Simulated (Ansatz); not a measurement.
Method: DFT, PBE, plane waves (420 eV) with PAW, scalar-relativistic (Ansatz 0.2.0).

An element in the omega (AlB2-type) structure gives this curve. The cell is scaled uniformly from the relaxed one, with fractional coordinates and shape fixed. Energies are extrapolated to zero smearing, pressures are those at the given smearing. Magnetic state: spin not included.

```json
{"V (Å³/atom)": "28.360", "E − E₀ (meV/atom)": "71.4", "P (GPa)": "6.72"}
{"V (Å³/atom)": "29.649", "E − E₀ (meV/atom)": "29.2", "P (GPa)": "3.96"}
{"V (Å³/atom)": "30.938", "E − E₀ (meV/atom)": "6.8", "P (GPa)": "1.78"}
{"V (Å³/atom)": "32.227", "E − E₀ (meV/atom)": "0.0", "P (GPa)": "0.05"}
{"V (Å³/atom)": "33.516", "E − E₀ (meV/atom)": "5.6", "P (GPa)": "-1.32"}
{"V (Å³/atom)": "34.806", "E − E₀ (meV/atom)": "21.0", "P (GPa)": "-2.40"}
{"V (Å³/atom)": "36.095", "E − E₀ (meV/atom)": "44.2", "P (GPa)": "-3.27"}
```

(1) Which element is it?
A. lead
B. lutetium
C. tellurium
D. tin

Results:

(1) A. Its fit is V₀ = 32.24 Å³/atom, B₀ = 38 GPa, B₀′ = 4.8.
